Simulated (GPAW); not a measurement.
# Te2Mo (P6_3/mmc) in GPAW: notebook

The runs below take Te2Mo through band structure, equation of state, with rSCAN, LDA, WC.

Everything below comes from runs of GPAW 26.7.0. Logs are shortened: lines on timing, memory, paths and dates and some standing lists are left out, and cuts for length are marked. The log counts tension as positive stress, the text compression.

**What was measured.**

“Broadband infrared study of pressure-tunable Fano resonance and metallization transition in 2H-MoTe2”, 2022, pmc:9569381 quotes, for a bulk crystal of Te2Mo at 300 K: band gap 0.88 ± 0.05 eV (indirect).

The runs below are set against these values where they give the same quantity.

**1. Starting point**

It takes space group P6_3/mmc (No. 194, hexagonal). The conventional cell has a = 3.518 Å, b = 3.518 Å, c = 13.974 Å, α = 90.00°, β = 90.00°, γ = 120.00°. Around Te (site symmetry 3m) lie 3 Mo at 2.72 Å. Mo (site symmetry -6m2) has 6 Te at 2.72 Å as nearest neighbours.

**2. Band structure, rSCAN, spin-orbit coupling, no magnetisation**

Input file run.py:

```python
import numpy as np
from ase.dft.bandgap import bandgap
from ase.io import read, write
from ase.units import GPa
from gpaw import GPAW, PW
from gpaw.spinorbit import soc_eigenstates

atoms = read('Te2Mo.xyz')

calc = GPAW(mode=PW(600),
            xc='MGGA_X_RSCAN+MGGA_C_RSCAN',
            kpts={'size': (5, 5, 2), 'gamma': True},
            occupations={'name': 'fermi-dirac', 'width': 0.05},
            nbands=46,
            convergence={'density': 1e-05, 'energy': 1e-05},
            maxiter=150,
            txt='gpaw.txt')
atoms.calc = calc
energy = atoms.get_potential_energy()
forces = atoms.get_forces()
stress = atoms.get_stress()
calc.write('gs.gpw')
write('result.traj', atoms)
print(f'Energy: {energy:.6f} eV')
print('Forces (eV/A):')
print(forces.round(4))
print('Stress (GPa):', (stress / GPa).round(3))
print('Fermi level:', round(calc.get_fermi_level(), 4), 'eV')
print(f'Gap: {bandgap(calc)[0]:.4f} eV, direct: {bandgap(calc, direct=True)[0]:.4f} eV')

path = atoms.cell.bandpath('GMKGALHA,LM,KH', npoints=80, eps=1e-4)
bs_calc = calc.fixed_density(kpts=path, symmetry='off', nbands=73,
                             convergence={'bands': 'CBM+6.0', 'eigenstates': 1e-6}, txt='bands.txt')
bs = bs_calc.band_structure()
bs.write('bs.json')
print(f'Gap on the path: {bandgap(bs_calc)[0]:.4f} eV')

soc = soc_eigenstates(bs_calc, theta=54.7, phi=45, ignore_xc_potential=True)
np.savetxt('soc_bands.dat', soc.eigenvalues(), fmt='%.4f')
mesh = soc_eigenstates('gs.gpw', theta=54.7, phi=45, ignore_xc_potential=True)
np.savetxt('soc_mesh.dat', mesh.eigenvalues(), fmt='%.4f')
print('Fermi level with spin-orbit coupling:', round(mesh.fermi_level, 4), 'eV')
```

Input file Te2Mo.xyz:

```xyz
6
Lattice="3.5182000000 0.0000000000 0.0000000000 -1.7591000000 3.0468505756 0.0000000000 0.0000000000 0.0000000000 13.9736000000" Properties=species:S:1:pos:R:3 pbc="T T T"
Te     1.7591000002      1.0156168584      5.2959944000
Te    -0.0000000002      2.0312337172     12.2827944000
Te     1.7591000002      1.0156168584      1.6908056000
Te    -0.0000000002      2.0312337172      8.6776056000
Mo     1.7591000002      1.0156168584     10.4802000000
Mo    -0.0000000002      2.0312337172      3.4934000000
```

Potentials or basis: GPAW PAW data sets (gpaw-data 1.2.1), pw.

Started as:

```console
OMP_NUM_THREADS=1 python run.py
```

gpaw.txt:

```text
__  _  _
 | _ |_)|_||  |
 |__||  | ||/\| - 26.7.0

Input parameters:
  mode=PW(ecut=600.0),
  convergence={'density': 1e-05, 'energy': 1e-05},
  kpts=MonkhorstPack(size=(5, 5, 2), gamma=True),
  maxiter=150,
  nbands=46,
  occupations=Occupations(name='fermi-dirac', width=0.05),
  xc=XC(name='MGGA_X_RSCAN+MGGA_C_RSCAN')

Diagonalizing LCAO Hamiltonian
Converting LCAO to pw mode

        Te

           Mo

        Te

           Te

        Mo

           Te

Atoms  # Å, Bohr magnetons
|   | symbol |         x |        y |         z |    initial magnetic moments |
|---|--------|-----------|----------|-----------|-----------------------------|
| 0 |     Te |  1.759100 | 1.015617 |  5.295994 | ( 0.0000,  0.0000,  0.0000) |
| 1 |     Te | -0.000000 | 2.031234 | 12.282794 | ( 0.0000,  0.0000,  0.0000) |
| 2 |     Te |  1.759100 | 1.015617 |  1.690806 | ( 0.0000,  0.0000,  0.0000) |
| 3 |     Te | -0.000000 | 2.031234 |  8.677606 | ( 0.0000,  0.0000,  0.0000) |
| 4 |     Mo |  1.759100 | 1.015617 | 10.480200 | ( 0.0000,  0.0000,  0.0000) |
| 5 |     Mo | -0.000000 | 2.031234 |  3.493400 | ( 0.0000,  0.0000,  0.0000) |

Unit cell  # Å
| periodic |         x |        y |         z |   lengths |     angles |
|----------|-----------|----------|-----------|-----------|------------|
|      yes |  3.518200 | 0.000000 |  0.000000 |  3.518200 |  90.000000 |
|      yes | -1.759100 | 3.046851 |  0.000000 |  3.518200 |  90.000000 |
|      yes |  0.000000 | 0.000000 | 13.973600 | 13.973600 | 120.000000 |

Number of symmetries: 12
Symmetry operations  # r_c * U_cc + t_c -> r_c
|    | kind |            matrix            |
|----|------|------------------------------|
|  0 |  σ   |  1, 1, 0,  0,-1, 0,  0, 0, 1 |
|  1 |  S6  |  1, 1, 0, -1, 0, 0,  0, 0,-1 |
|  2 |  E   |  1, 0, 0,  0, 1, 0,  0, 0, 1 |
|  3 |  C2  |  1, 0, 0, -1,-1, 0,  0, 0,-1 |
|  4 |  C2  |  0, 1, 0,  1, 0, 0,  0, 0,-1 |
|  5 |  C3  |  0, 1, 0, -1,-1, 0,  0, 0, 1 |
|  6 |  S6  |  0,-1, 0,  1, 1, 0,  0, 0,-1 |
|  7 |  σ   |  0,-1, 0, -1, 0, 0,  0, 0, 1 |
|  8 |  σ   | -1, 0, 0,  1, 1, 0,  0, 0, 1 |
|  9 |  i   | -1, 0, 0,  0,-1, 0,  0, 0,-1 |
| 10 |  C3  | -1,-1, 0,  1, 0, 0,  0, 0, 1 |
| 11 |  C2  | -1,-1, 0,  0, 1, 0,  0, 0,-1 |

BZ-sampling:
  Number of BZ points: 50
  Number of IBZ points: 10

  Monkhorst-Pack size: [5, 5, 2]
  Monkhorst-Pack shift: [0.0, 0.0, 0.25]

K-points  # in reciprocal-cell coordinates
|   |                                coordinates |     weight |
|---|--------------------------------------------|------------|
| 0 | (  0.00000000,   0.00000000,   0.00000000) | 0.02000000 |
| 1 | (  0.00000000,   0.00000000,   0.50000000) | 0.02000000 |
| 2 | (  0.20000000,   0.00000000,   0.00000000) | 0.12000000 |
| 3 | (  0.20000000,   0.00000000,   0.50000000) | 0.12000000 |
| 4 | (  0.40000000,  -0.20000000,   0.00000000) | 0.12000000 |
| 5 | (  0.40000000,  -0.20000000,   0.50000000) | 0.12000000 |
| 6 | (  0.40000000,   0.00000000,   0.00000000) | 0.12000000 |
| 7 | (  0.40000000,   0.00000000,   0.50000000) | 0.12000000 |
| 8 | (  0.40000000,   0.40000000,   0.00000000) | 0.12000000 |
| 9 | (  0.40000000,   0.40000000,   0.50000000) | 0.12000000 |

Plane wave coefficients: 5024
Cutoff: 600.0 eV

Spin-components: 1 (collinear spins)
Bands:           46
Projectors:      32
Spin-degeneracy: 2
Datatype:        complex128

Parallelization:
  kpt:    1
  domain: 1
  band:   1

Density:
  Valence electrons: 52.0
  Components: 1
  Grid points: [20 20 80]
  Charge: 0.0  # |e|

Potential:
  Grid points: [20 20 80]

species:
  Te:
    name:    Tellurium
    Z:       52.0
    valence: 6
    core:    46
    charge:  0.0  # [|e|]
    compensation charges:
      type: gauss
      rc: 0.36  # [Å]
      lmax: 2
    cutoffs:
      filter: 2.09  # [Å]
      core: 3.17  # [Å]
    projectors
    | kind |    occ | energy [eV] | rcut [Å] |
    |------|--------|-------------|----------|
    |   5s |  2.000 |     -15.089 |    1.180 |
    |   5p |  4.000 |      -5.955 |    1.196 |
    |    s |        |      12.123 |    1.180 |
    |    p |        |      21.256 |    1.196 |
    |    d |        |       0.000 |    1.238 |

    Using partial waves for Te as LCAO basis

  Mo:
    name:    Molybdenum
    Z:       42.0
    valence: 14
    core:    28
    charge:  0.0  # [|e|]
    compensation charges:
      type: gauss
      rc: 0.38  # [Å]
      lmax: 2
    cutoffs:
      filter: 2.16  # [Å]
      core: 1.42  # [Å]
    projectors
    | kind |    occ | energy [eV] | rcut [Å] |
    |------|--------|-------------|----------|
    |   4s |  2.000 |     -64.307 |    1.238 |
    |   5s |  1.000 |      -4.084 |    1.238 |
    |   4p |  6.000 |     -38.491 |    1.296 |
    |   5p |  0.000 |      -1.044 |    1.296 |
    |   4d |  5.000 |      -3.754 |    1.296 |
    |    d |        |      23.458 |    1.296 |

    Using partial waves for Mo as LCAO basis

Reference energy: -959430.878998  # eV

eigensolver:
  PPCG
  Converge bands: occupied
  niter=2

density mixing:
  MSR1-Mixer
  Pratt-step length: 0.05
  Maximum mixing coefficient: 0.75
  Old densities: 10
  SVD Regularization: 0.005
  Good broyden scale: 1.0
  Trust region scale: 1.0
  Backstep threshold: 4.0
  History deletion threshold: 6.0
  Fourier metric: weight=20.0, sigma=0.015

occupation numbers:
  Fermi-Dirac:
    width: 0.0500  # eV

poisson solver:
  ecut: 4800.0  # eV

xc functional:
  name: MGGA_X_RSCAN+MGGA_C_RSCAN with 2 nearest neighbor stencil

convergence criteria:
- Maximum integral of absolute [dens]ity change: 1e-05 electrons / valence electron
- Maximum [total energy] change in last 3 cyles: 1e-05 eV / valence electron
- Maximum integral of absolute [eigenst]ate change: 4e-08 eV^2 / valence electron
maximum number of iterations: 150

SCF iterations
|iter     | |      energy | eigst |  dens |
|---------|-|-------------|-------|-------|
|iter:   1| | -253.786424 | +0.53 |       |
|iter:   2| | -230.981520 | -1.19 | -1.12 |
|iter:   3| | -674.546431 | +1.00 | -1.12 |
|iter:   4| | -231.590631 | +0.50 | -0.06 |
|iter:   5| | -230.643817 | -0.72 | -0.90 |
|iter:   6| | -230.207330 | -1.57 | -1.33 |
|iter:   7| | -230.259756 | -2.45 | -1.86 |
|iter:   8| | -230.224612 | -3.25 | -2.01 |
|iter:   9| | -230.219874 | -3.53 | -2.28 |
|iter:  10| | -230.220032 | -4.98 | -2.97 |
|iter:  11| | -230.220050c| -5.78 | -3.41 |
|iter:  12| | -230.220049c| -7.02 | -3.95 |
|iter:  13| | -230.220050c| -7.63c| -4.55 |
|iter:  14| | -230.220050c| -8.26c| -5.30c|

Converged in 14 steps
Energy contributions relative to reference atoms: (reference = -959430.878998)

Energy contributions:
  Kinetic:           0.388905
  Coulomb:          -7.213864
  Zero:             -0.375893
  External:          0.000000
  Xc:             -223.019180
  Entropy:          -0.000035
  Spinorbit:         0.000000
  ----------------------------
  Free energy:    -230.220067
  Extrapolated:   -230.220050

dipole moment: (-0.000099, -0.000172, -0.000789)  # |e|*Ang

Fermi level: 8.365
Eigenvalues  # (at kpt = [0.000, 0.000, 0.000])
| band index |      eig [eV] | occ [0-2] |
|------------|---------------|-----------|
|          0 |       -54.808 |     2.000 |
|        ... |               |           |
|         18 |         6.077 |     2.000 |
|         19 |         6.865 |     2.000 |
|         20 |         6.865 |     2.000 |
|         21 |         6.902 |     2.000 |
|         22 |         6.902 |     2.000 |
|         23 |         6.931 |     2.000 |
[... 8 lines left out ...]
|         32 |        11.510 |     0.000 |
|         33 |        11.510 |     0.000 |
|        ... |               |           |
|         45 |        19.644 |     0.000 |

Gap: 0.799 eV
Transition (v -> c):
  (s=0, k=0, n=25, [0.00, 0.00, 0.00]) -> (s=0, k=4, n=26, [0.40, -0.20, 0.00])
Direct/indirect transitions are different
Direct gap: 1.427 eV
Transition at: (s=0, k=4, n=25, [0.40, -0.20, 0.00])

Forces  # eV/Ang
|        x |        y |        z |
|----------|----------|----------|
|  0.00000 |  0.00000 | -0.15421 |  # Te   0
|  0.00000 |  0.00000 | -0.15425 |  # Te   1
| -0.00000 |  0.00000 |  0.15425 |  # Te   2
|  0.00000 | -0.00000 |  0.15421 |  # Te   3
| -0.00000 | -0.00000 |  0.00002 |  # Mo   4
| -0.00000 |  0.00000 | -0.00002 |  # Mo   5

Stress tensor  # eV/Ang^3
|         x |         y |         z |
|-----------|-----------|-----------|
| -0.011264 |  0.000000 |  0.000000 |
|  0.000000 | -0.011264 |  0.000000 |
|  0.000000 |  0.000000 | -0.005742 |

# Writing to gs.gpw (mode='')
```

stdout:

```text
Energy: -230.220050 eV
Forces (eV/A):
[[ 0.      0.     -0.1542]
 [ 0.      0.     -0.1543]
 [-0.      0.      0.1543]
 [ 0.     -0.      0.1542]
 [-0.     -0.      0.    ]
 [-0.      0.     -0.    ]]
Stress (GPa): [-1.805 -1.805 -0.92   0.     0.     0.   ]
Fermi level: 8.3651 eV
Gap: 0.7994 eV, direct: 1.4269 eV
Gap on the path: 0.7994 eV
Fermi level with spin-orbit coupling: 8.382 eV
```

Run time: 7.6 min. Hardware: 1 thread of Intel Xeon Platinum 8488C (Sapphire Rapids), shared host; peak memory 1.1 GiB.

Results:

* Free energy: -230.2201 eV
* Pressure: 1.5 GPa
* Largest force: 0.154 eV/Å
* Band gap on the k mesh: 0.79 eV, indirect (least direct gap 1.36 eV)
* Band gap along the path: 0.79 eV, indirect (least direct gap 1.03 eV)

Forces on the atoms (eV/Å):
```
Te   0.000  0.000 -0.154
Te   0.000  0.000 -0.154
Te   0.000  0.000  0.154
Te   0.000  0.000  0.154
Mo   0.000  0.000  0.000
Mo   0.000  0.000  0.000
```

Levels at the corners of the path, in eV from the valence-band top:
| point | band 49 | band 50 | band 51 | band 52 | band 53 | band 54 | band 55 | band 56 |
| --- | --- | --- | --- | --- | --- | --- | --- | --- |
| Γ | -0.45 | -0.45 | 0.00 | 0.00 | 2.63 | 2.63 | 2.77 | 2.77 |
| M | -0.68 | -0.68 | -0.42 | -0.42 | 1.28 | 1.28 | 1.34 | 1.34 |
| K | -0.36 | -0.36 | -0.05 | -0.05 | 0.98 | 0.98 | 1.01 | 1.01 |
| Γ | -0.45 | -0.45 | 0.00 | 0.00 | 2.63 | 2.63 | 2.77 | 2.77 |
| A | -0.11 | -0.11 | -0.11 | -0.11 | 2.68 | 2.68 | 2.68 | 2.68 |
| L | -0.55 | -0.55 | -0.55 | -0.55 | 1.31 | 1.31 | 1.31 | 1.31 |
| H | -0.33 | -0.33 | -0.12 | -0.12 | 0.99 | 0.99 | 1.03 | 1.03 |
| A | -0.11 | -0.11 | -0.11 | -0.11 | 2.68 | 2.68 | 2.68 | 2.68 |
| L | -0.55 | -0.55 | -0.55 | -0.55 | 1.31 | 1.31 | 1.31 | 1.31 |
| M | -0.68 | -0.68 | -0.42 | -0.42 | 1.28 | 1.28 | 1.34 | 1.34 |
| K | -0.36 | -0.36 | -0.05 | -0.05 | 0.98 | 0.98 | 1.01 | 1.01 |
| H | -0.33 | -0.33 | -0.12 | -0.12 | 0.99 | 0.99 | 1.03 | 1.03 |

Caveat: the k mesh is coarse; spin-orbit coupling was added after a scalar SCF, so levels and gaps hold it while energy, forces, pressure and moments don't; this program's spin-orbit splittings come out too wide for heavy elements; the PAW data sets were made with another functional, which shifts forces and pressure a little.

**3. Equation of state, LDA**

Input file run.py:

```python
from ase.eos import EquationOfState
from ase.io import Trajectory, read
from ase.units import GPa
from gpaw import GPAW, PW, setup_paths

setup_paths.insert(0, '.')

atoms = read('Te2Mo.xyz')

traj = Trajectory('eos.traj', 'w')
volumes, energies = [], []
for x in [0.94, 0.96, 0.98, 1.0, 1.02, 1.04, 1.06]:
    a = atoms.copy()
    a.set_cell(atoms.cell * x**(1 / 3), scale_atoms=True)
    calc = GPAW(mode=PW(600),
                xc='LDA',
                kpts={'size': (5, 5, 2), 'gamma': True},
                occupations={'name': 'fermi-dirac', 'width': 0.05},
                nbands=46,
                convergence={'density': 1e-05, 'energy': 1e-05},
                maxiter=150,
                txt=f'eos-{x:.2f}.txt')
    a.calc = calc
    energies.append(a.get_potential_energy(force_consistent=True))
    volumes.append(a.get_volume())
    p = -a.get_stress()[:3].mean() / GPa
    calc.write(f'eos-{x:.2f}.gpw')
    traj.write(a)
    print(f'{x:.2f} {volumes[-1]:10.4f} A^3 {energies[-1]:14.6f} eV {p:9.3f} GPa', flush=True)

v0, e0, B = EquationOfState(volumes, energies, eos='birchmurnaghan').fit()
print(f'V0 = {v0:.4f} A^3, E0 = {e0:.6f} eV, B0 = {B / GPa:.2f} GPa')
```

Te2Mo.xyz is that of step 2.

Potentials or basis: PAW data sets generated in the run's folder for this functional, pw.

Started as:

```console
gpaw-setup -f LDA Mo Te
OMP_NUM_THREADS=1 python run.py
```

The program printed:

```text
__  _  _
 | _ |_)|_||  |
 |__||  | ||/\| - 26.7.0

Input parameters:
  mode=PW(ecut=600.0),
  convergence={'density': 1e-05, 'energy': 1e-05},
  kpts=MonkhorstPack(size=(5, 5, 2), gamma=True),
  maxiter=150,
  nbands=46,
  occupations=Occupations(name='fermi-dirac', width=0.05),
  xc=XC(name='LDA')

Diagonalizing LCAO Hamiltonian
Converting LCAO to pw mode

        Te

           Mo
        Te

           Te
        Mo

           Te

Atoms  # Å, Bohr magnetons
|   | symbol |         x |        y |         z |    initial magnetic moments |
|---|--------|-----------|----------|-----------|-----------------------------|
| 0 |     Te |  1.723190 | 0.994884 |  5.187883 | ( 0.0000,  0.0000,  0.0000) |
| 1 |     Te | -0.000000 | 1.989768 | 12.032055 | ( 0.0000,  0.0000,  0.0000) |
| 2 |     Te |  1.723190 | 0.994884 |  1.656290 | ( 0.0000,  0.0000,  0.0000) |
| 3 |     Te | -0.000000 | 1.989768 |  8.500462 | ( 0.0000,  0.0000,  0.0000) |
[... 168 lines left out ...]
|iter:  10| |  -42.428645c| -7.50c| -4.25 |
|iter:  11| |  -42.428645c| -8.21c| -5.02c|

Converged in 11 steps
Energy contributions relative to reference atoms: (reference = -958589.610648)

Energy contributions:
  Kinetic:          40.971231
  Coulomb:         -43.069239
  Zero:             -0.284171
  External:          0.000000
  Xc:              -40.046392
  Entropy:          -0.000148
  Spinorbit:         0.000000
  ----------------------------
  Free energy:     -42.428719
  Extrapolated:    -42.428645

dipole moment: (-0.000099, -0.000171, -0.000786)  # |e|*Ang

Fermi level: 8.970
Eigenvalues  # (at kpt = [0.000, 0.000, 0.000])
| band index |      eig [eV] | occ [0-2] |
|------------|---------------|-----------|
|          0 |       -51.990 |     2.000 |
|        ... |               |           |
|         18 |         6.675 |     2.000 |
|         19 |         7.428 |     2.000 |
|         20 |         7.525 |     2.000 |
|         21 |         7.525 |     2.000 |
|         22 |         7.562 |     2.000 |
|         23 |         7.562 |     2.000 |
[... 8 lines left out ...]
|         32 |        12.350 |     0.000 |
|         33 |        12.350 |     0.000 |
|        ... |               |           |
|         45 |        19.821 |     0.000 |

Gap: 0.641 eV
Transition (v -> c):
  (s=0, k=0, n=25, [0.00, 0.00, 0.00]) -> (s=0, k=4, n=26, [0.40, -0.20, 0.00])
Direct/indirect transitions are different
Direct gap: 1.296 eV
Transition at: (s=0, k=4, n=25, [0.40, -0.20, 0.00])

Stress tensor  # eV/Ang^3
|         x |         y |         z |
|-----------|-----------|-----------|
| -0.015120 |  0.000000 |  0.000000 |
|  0.000000 | -0.015120 |  0.000000 |
|  0.000000 |  0.000000 | -0.022650 |

# Writing to eos-0.94.gpw (mode='')
```

stdout:

```text
0.94   140.8017 A^3     -42.428719 eV     2.825 GPa
0.96   143.7975 A^3     -42.458736 eV     0.356 GPa
0.98   146.7932 A^3     -42.445141 eV    -1.845 GPa
1.00   149.7890 A^3     -42.392579 eV    -3.809 GPa
1.02   152.7848 A^3     -42.305396 eV    -5.559 GPa
1.04   155.7806 A^3     -42.187244 eV    -7.118 GPa
1.06   158.7764 A^3     -42.041544 eV    -8.506 GPa
V0 = 144.3086 A^3, E0 = -42.459371 eV, B0 = 110.14 GPa
```

It took 3.5 min on 1 thread of Intel Xeon Platinum 8488C (Sapphire Rapids), shared host; peak memory 0.54 GiB.

What came out:

| Property | Result |
| --- | --- |
| Equilibrium volume | 24.05 Å³/atom |
| Bulk modulus at fixed shape and positions | 110 GPa |
| Pressure derivative of the bulk modulus | 4.5 |

Energy against volume, from the lowest point:
| volume (Å³/atom) | energy (meV/atom) |
| --- | --- |
| 23.467 | 5.00 |
| 23.966 | 0.00 |
| 24.466 | 2.27 |
| 24.965 | 11.03 |
| 25.464 | 25.56 |
| 25.963 | 45.25 |
| 26.463 | 69.53 |

Caveat: the k mesh is coarse (spacing up to 0.41 Å⁻¹), so the values aren't converged; the cell was scaled at fixed shape and fractional positions, which overstates the stiffness of a crystal with free parameters, most of all of layers and chains. The run has no spin-orbit coupling, so splittings on Te are missing.

[end of part 1 of 2]
